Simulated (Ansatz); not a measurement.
# Is this Co result the lowest state?

Co is taken as a measured crystal structure (space group Fm-3m, primitive cell doubled), 2 atoms in the cell. Source: COD entry 9011622, which need not be the ambient phase.

Level of theory: Ansatz, DFT, PBE+U, PAW, plane waves, scalar-relativistic.

```yaml
crystal:
  lattice:
    - [-1.801, -1.801, -3.602]
    - [1.801, -1.801, 0.0]
    - [-1.801, -1.801, 0.0]
  atoms:
    - { symbol: Co, position: [0.0, 0.0, 0.0], spin: 3.0 }
    - { symbol: Co, position: [0.5, 0.5, 0.0], spin: -3.0 }
magnetization:
  spin_polarized: true
hamiltonian:
  xc: pbe
  pseudopotentials: { kind: paw }
  hubbard: { sites: [{ species: Co, l: d, u_eff: 2.6 }] }
basis:
  ecutwfc: 420
kpoints:
  mp_grid: { grid: [7, 10, 13] }
scf:
  occupations: { method: fermi_dirac, width: 0.05 }
  lower_state_search: "off"
output:
  forces: true
  stress: true
```

Wall time and machine: 9.9 s on 2 threads of Arm Neoverse V2 (shared host), peak memory 0.52 GiB.

The end of the output:

```
SCF converged after 15 iterations
Magnetization: 0.0000 μB (17.0000 up, 17.0000 down)
Absolute magnetization: 3.7220 μB (∫|ρ↑−ρ↓|, with the PAW one-centre terms)
Spin contamination: 1.6612 ħ² per cell (⟨S²⟩ above its minimum at these occupations)
Per-site moments (μB) at R_I (Å): [(1.8169, 1.0506), (-1.8169, 1.0506)]
Free energy (F): -10248.291408 eV
Harris-Foulkes:  -10248.291408 eV  (|F-HF|=5.08e-8)
Internal energy: -10248.278789 eV  (E = F + TS)
E sigma→0 (E₀):  -10248.285099 eV
Entropy (-TS):   -0.012619 eV (-6.310 meV/atom)
Fermi energy:    17.169013 eV
--- Forces (eV/Å), atoms counted from 1 ---
  atom   1  Co     0.00000000     0.00000000     0.00000000
  atom   2  Co     0.00000000    -0.00000000     0.00000000
--- Stress (GPa, compression-positive) ---
       -4.101354      -0.025510      -0.003109
       -0.025510      -4.101354      -0.003109
       -0.002778      -0.002778      16.290858
  P = ⅓ Tr σ = 2.6960 GPa (26.960 kbar)
```

The mesh has less symmetry than the lattice, which lowers the symmetry of the run.

A static U favours moments and orbital order; the result depends on U and need not be the measured state. The U is a test value, not one fitted to this metal, and a U on a metal's d shells tends to overstate moments.

Site moments are taken inside atomic spheres and don't add up to the total.

Eigenvalues of the Hubbard occupation matrices: Co1 up 0.94 0.94 0.95 0.96 0.98, down 0.28 0.43 0.43 0.91 0.94; Co2 up 0.28 0.43 0.43 0.91 0.94, down 0.94 0.94 0.95 0.96 0.98.

**Question.** Has the SCF ended in the lowest solution? If not, by how much is it too high?

**Answer.** No. A state 361 meV/atom (0.722 eV per cell) lower exists in this cell: ferromagnetic, site moments Co1 1.88, Co2 1.88 μB, total 3.58 μB per cell, no gap on the k-mesh. It was reached from: parallel moments, default search for lower states [Co1 3.00, Co2 3.00 μB]; parallel moments, plain SCF [Co1 3.00, Co2 3.00 μB]. Its occupation eigenvalues are Co1 up 0.96 0.96 0.97 0.98 0.98, down 0.31 0.31 0.77 0.78 0.78; Co2 up 0.96 0.96 0.97 0.98 0.98, down 0.31 0.31 0.77 0.78 0.78. The wrong state matters: the pressure is -4.0 GPa there against 2.7 GPa here. This multiple of the primitive cell fits some opposed orders; other multiples fit others. Orders that need a larger cell or non-collinear spins weren't tried.
